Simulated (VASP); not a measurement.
# KBr (Pm-3m) in VASP: single point with PBE

Aim: the single point of KBr with PBE.

All numbers are computed with VASP 6.6.1; they aren't measurements. Logs are shortened: lines on timing, memory, paths and dates and some standing lists are left out, and cuts for length are marked.

## Step 1: The structure

Symmetry: Pm-3m, No. 221, cubic system. The conventional cell has a = 4.043 Å, b = 4.043 Å, c = 4.043 Å, α = 90.00°, β = 90.00°, γ = 90.00°. Around K (site symmetry m-3m) lie 8 Br at 3.50 Å. Br (site symmetry m-3m) has 8 K at 3.50 Å as nearest neighbours.

Measurements of this composition are mostly on another form, of space group No. 225.

## Step 2: Single point, PBE

INCAR reads:

```
SYSTEM = KBr
ALGO = Normal
EDIFF = 1E-6
ENCUT = 520
GGA = PE
ISIF = 2
ISMEAR = 0
LASPH = .True.
LCHARG = .False.
LREAL = .False.
LWAVE = .False.
NBANDS = 15
NELM = 80
PREC = Accurate
SIGMA = 0.1
```

KPOINTS reads:

```
k-points
0
Gamma
  4 4 4
  0 0 0
```

POSCAR reads:

```
KBr
1.0
    4.0434990000      0.0000000000      0.0000000000
    0.0000000000      4.0434990000      0.0000000000
    0.0000000000      0.0000000000      4.0434990000
K Br
1 1
Direct
    0.0000000000      0.0000000000      0.0000000000
    0.5000000000      0.5000000000      0.5000000000
```

Potentials or basis: VASP PAW PBE potentials, release 64 (K_sv, Br).

The run is started by

```bash
> cat potpaw_PBE.64/K_sv/POTCAR potpaw_PBE.64/Br/POTCAR > POTCAR
> mpirun -np 1 vasp_std > vasp.out
```

OUTCAR:

```text
SYSTEM = KBr
   EDIFF = 1E-6
   ENCUT = 520
   GGA = PE
   ISIF = 2
   ISMEAR = 0
   LASPH = .True.
   LREAL = .False.
   NELM = 80
   PREC = Accurate

 ion  position               nearest neighbor table
   1  0.000  0.000  0.000-
   2  0.500  0.500  0.500-

  LATTYP: Found a simple cubic cell.
 ALAT       =     4.0434990000

  Lattice vectors:

 A1 = (   4.0434990000,   0.0000000000,   0.0000000000)
 A2 = (   0.0000000000,   4.0434990000,   0.0000000000)
 A3 = (   0.0000000000,   0.0000000000,   4.0434990000)

Analysis of symmetry for initial positions (statically):
=====================================================================
 Subroutine PRICEL returns:
 Original cell was already a primitive cell.

 Routine SETGRP: Setting up the symmetry group for a
 simple cubic supercell.

 Subroutine GETGRP returns: Found 48 space group operations
 (whereof 48 operations were pure point group operations)
 out of a pool of 48 trial point group operations.

The static configuration has the point symmetry O_h .

Analysis of symmetry for dynamics (positions and initial velocities):
=====================================================================
 Subroutine PRICEL returns:
 Original cell was already a primitive cell.

 Routine SETGRP: Setting up the symmetry group for a
 simple cubic supercell.

 Subroutine GETGRP returns: Found 48 space group operations
 (whereof 48 operations were pure point group operations)
 out of a pool of 48 trial point group operations.

The dynamic configuration has the point symmetry O_h .

 Subroutine INISYM returns: Found 48 space group operations
 (whereof 48 operations are pure point group operations),
 and found     1 'primitive' translations

----------------------------------------------------------------------------------------

                                     Primitive cell

  volume of cell :      66.1107

  direct lattice vectors                    reciprocal lattice vectors
     4.043499000  0.000000000  0.000000000     0.247310559  0.000000000  0.000000000
     0.000000000  4.043499000  0.000000000     0.000000000  0.247310559  0.000000000
     0.000000000  0.000000000  4.043499000     0.000000000  0.000000000  0.247310559

  length of vectors
     4.043499000  4.043499000  4.043499000     0.247310559  0.247310559  0.247310559

  position of ions in fractional coordinates (direct lattice)
     0.000000000  0.000000000  0.000000000
     0.500000000  0.500000000  0.500000000

  ion indices of the primitive-cell ions
   primitive index   ion index
                 1           1
                 2           2

----------------------------------------------------------------------------------------

 KPOINTS: k-points

Automatic generation of k-mesh.
 Grid dimensions read from file:
 generate k-points for:    4    4    4

 Generating k-lattice:

  Cartesian coordinates                     Fractional coordinates (reciprocal lattice)
     0.061827640  0.000000000  0.000000000     0.250000000  0.000000000  0.000000000
     0.000000000  0.061827640  0.000000000     0.000000000  0.250000000  0.000000000
     0.000000000  0.000000000  0.061827640     0.000000000  0.000000000  0.250000000

  Length of vectors
     0.061827640  0.061827640  0.061827640

  Shift w.r.t. Gamma in fractional coordinates (k-lattice)
     0.000000000  0.000000000  0.000000000

 Subroutine IBZKPT returns following result:
 ===========================================

 Found     10 irreducible k-points:

 Following reciprocal coordinates:
            Coordinates               Weight
  0.000000  0.000000  0.000000      1.000000
  0.250000  0.000000  0.000000      6.000000
  0.500000  0.000000  0.000000      3.000000
  0.250000  0.250000  0.000000     12.000000
  0.500000  0.250000  0.000000     12.000000
  0.500000  0.500000  0.000000      3.000000
  0.250000  0.250000  0.250000      8.000000
  0.500000  0.250000  0.250000     12.000000
  0.500000  0.500000  0.250000      6.000000
  0.500000  0.500000  0.500000      1.000000
   k-points           NKPTS =     10   k-points in BZ     NKDIM =     10   number of bands    NBANDS=     15
   number of dos      NEDOS =    301   number of ions     NIONS =      2
   total plane-waves  NPLWV =  27000
   dimension x,y,z NGX =    30 NGY =   30 NGZ =   30
   dimension x,y,z NGXF=    60 NGYF=   60 NGZF=   60
   ions per type =               1   1
   NGX,Y,Z   is equivalent  to a cutoff of  12.33, 12.33, 12.33 a.u.
   NGXF,Y,Z  is equivalent  to a cutoff of  24.67, 24.67, 24.67 a.u.
 SYSTEM =  KBr
   PREC   = accura    normal or accurate (medium, high low for compatibility)
   ISTART =      0    job   : 0-new  1-cont  2-samecut
   ICHARG =      2    charge: 1-file 2-atom 10-const
   ISPIN  =      1    spin polarized calculation?
   LNONCOLLINEAR =      F non collinear calculations
   LSORBIT =      F    spin-orbit coupling
   LASPH  =      T    aspherical Exc in radial PAW
   ENCUT  =  520.0 eV  38.22 Ry    6.18 a.u.   7.52  7.52  7.52*2*pi/ulx,y,z
   NELM   =     80;   NELMIN=  2; NELMDL= -5     # of ELM steps
   EDIFF  = 0.1E-05   stopping-criterion for ELM
   LREAL  =      F    real-space projection
   EDIFFG = 0.1E-04   stopping-criterion for IOM
   NSW    =      0    number of steps for IOM
   IBRION =     -1    ionic relax: 0-MD 1-quasi-New 2-CG
   NFREE  =      0    steps in history (QN), initial steepest desc. (CG)
   ISIF   =      2    stress and relaxation
   ISYM   =      2    0-nonsym 1-usesym 2-fastsym
   POTIM  = 0.5000    time-step for ionic-motion
   TEBEG  =    0.0;   TEEND  =   0.0 temperature during run
   PSTRESS=    0.0 pullay stress
   NELECT =      16.0000    total number of electrons
   NUPDOWN=      -1.0000    fix difference up-down
   EMIN   =  10.00;   EMAX   =-10.00  energy-range for DOS
   EFERMI =   0.00;   METHOD = LEGACY
   ISMEAR =     0;   SIGMA  =   0.10  broadening in eV -4-tet -1-fermi 0-gaus
   EFERMI_NEDOS =   21; number of points for ismear=-14 and -15
   IALGO  =     38    algorithm
   IMIX   =      4    mixing-type and parameters
     AMIX     =   0.40;   BMIX     =  1.00
     AMIX_MAG =   1.60;   BMIX_MAG =  1.00
  volume/ion in A,a.u.               =      33.06       223.07
  Fermi-wavevector in a.u.,A,eV,Ry     =   1.020213  1.927923 14.161412  1.040834
  Thomas-Fermi vector in A             =   2.153770
   LORBIT       =      0    0 simple, 1 ext, 2 COOP (PROOUT), +10 PAW based schemes
   GGA     = PE    functional components
   LHFCALC =     F    Hartree Fock is set to
   AEXX    =    0.0000 exact exchange contribution
   IVDW    =     0    specifies the selected vdW correction
   LEPSILON=     F    determine dielectric tensor
   LRPA    =     F    only Hartree local field effects (RPA)
 non-spin polarized calculation
 Gauss-broadening in eV      SIGMA  =   0.10
  energy-cutoff  :      520.00
  volume of cell :       66.11
 maximum number of plane-waves:      1800
   NGX = 15   NGY = 15   NGZ = 15

 number of electron      15.9999999 magnetization

 Free energy of the ion-electron system (eV)
  ---------------------------------------------------
  ext. energy  EPLUGINS =         0.00000000
  ---------------------------------------------------
  free energy    TOTEN  =        -6.07434557 eV

  energy without entropy =       -6.07434557  energy(sigma->0) =       -6.07434557

 E-fermi :  -0.2189     XC(G=0):  -7.8233

 val. band max:       -0.7574107949   @ k =   0.5000   0.5000   0.0000
 cond. band min:       3.1032589619   @ k =   0.0000   0.0000   0.0000
 fundamental gap:      3.8606697568
 Fermi energy:        -0.2188777040

 k-point     1 :       0.0000    0.0000    0.0000
  band No.  band energies     occupation
      1     -29.4339      2.00000
      2     -13.5316      2.00000
      3     -12.8582      2.00000
      4     -12.8582      2.00000
      5     -12.8582      2.00000
      6      -1.0177      2.00000
      7      -1.0177      2.00000
      8      -1.0177      2.00000
      9       3.1033      0.00000
     10       5.0940      0.00000
     11       5.0940      0.00000
     12       8.8916      0.00000
     13       8.8916      0.00000
     14       8.8916      0.00000
     15      11.5469      0.00000

 k-point     2 :       0.2500    0.0000    0.0000
  band No.  band energies     occupation
      1     -29.4289      2.00000
      2     -13.6272      2.00000
      3     -12.8487      2.00000
      4     -12.8487      2.00000
      5     -12.7516      2.00000
      6      -1.9925      2.00000
      7      -1.0036      2.00000
      8      -1.0036      2.00000
      9       4.2903      0.00000
     10       5.5587      0.00000
     11       6.1898      0.00000
     12       8.7715      0.00000
     13       8.7715      0.00000
     14       9.1275      0.00000
     15       9.8147      0.00000

 k-point     3 :       0.5000    0.0000    0.0000
  band No.  band energies     occupation
      1     -29.4238      2.00000
      2     -13.7121      2.00000
      3     -12.8392      2.00000
      4     -12.8392      2.00000
      5     -12.6511      2.00000
      6      -2.6985      2.00000
      7      -0.9902      2.00000
      8      -0.9902      2.00000
      9       5.7226      0.00000
     10       6.4135      0.00000
     11       6.8937      0.00000
     12       8.1529      0.00000
     13       8.8896      0.00000
     14       8.8896      0.00000
     15       9.4167      0.00000
[... 91 lines left out ...]
 k-point     9 :       0.5000    0.5000    0.2500
  band No.  band energies     occupation
      1     -29.4100      2.00000
      2     -13.2288      2.00000
      3     -12.9827      2.00000
      4     -12.9827      2.00000
      5     -12.8963      2.00000
      6      -2.1559      2.00000
      7      -2.1559      2.00000
      8      -1.5519      2.00000
      9       5.3237      0.00000
     10       6.9207      0.00000
     11       6.9207      0.00000
     12       7.2422      0.00000
     13       9.0497      0.00000
     14       9.0497      0.00000
     15      10.3023      0.00000

 k-point    10 :       0.5000    0.5000    0.5000
  band No.  band energies     occupation
      1     -29.4054      2.00000
      2     -13.1665      2.00000
      3     -12.9667      2.00000
      4     -12.9667      2.00000
      5     -12.9667      2.00000
      6      -2.1730      2.00000
      7      -2.1730      2.00000
      8      -2.1730      2.00000
      9       6.6432      0.00000
     10       6.6432      0.00000
     11       6.6432      0.00000
     12       8.6226      0.00000
     13       8.6226      0.00000
     14       8.6226      0.00000
     15      10.3654      0.00000

------------------------ aborting loop because EDIFF is reached ----------------------------------------

  FORCE on cell =-STRESS in cart. coord.  units (eV):
  Direction    XX          YY          ZZ          XY          YZ          ZX
  --------------------------------------------------------------------------------------
  -------------------------------------------------------------------------------------
  Total        0.0102785      0.0102785      0.0102785     -0.0000000      0.0000000      0.0000000
  in kB        0.2490971      0.2490971      0.2490971     -0.0000000      0.0000000      0.0000000
  external PRESSURE =       0.2490971 kB  Pullay stress =       0.0000000 kB

 VOLUME and BASIS-vectors are now :
 -----------------------------------------------------------------------------
  energy-cutoff  :      520.00
  volume of cell :       66.11
      direct lattice vectors                 reciprocal lattice vectors
     4.043499000  0.000000000  0.000000000     0.247310559  0.000000000  0.000000000
     0.000000000  4.043499000  0.000000000     0.000000000  0.247310559  0.000000000
     0.000000000  0.000000000  4.043499000     0.000000000  0.000000000  0.247310559

 POSITION                                       TOTAL-FORCE (eV/Angst)
 -----------------------------------------------------------------------------------
      0.00000      0.00000      0.00000         0.000000      0.000000      0.000000
      2.02175      2.02175      2.02175         0.000000      0.000000      0.000000
 -----------------------------------------------------------------------------------
    total drift:                                0.000000      0.000000     -0.000000

  FREE ENERGIE OF THE ION-ELECTRON SYSTEM (eV)
  ---------------------------------------------------
  free  energy   TOTEN  =        -6.0743455670 eV

  energy  without entropy=       -6.0743455670  energy(sigma->0) =       -6.07434557
```

Wall time 11 s (1 thread of Intel Xeon Platinum 8175M at 2.50GHz (Skylake/Cascade Lake), shared host); peak memory 0.16 GiB.

What came out:

* Free energy: -6.0743 eV
* Pressure: 0.0 GPa
* Band gap on the k mesh: 3.86 eV, indirect (least direct gap 4.12 eV)
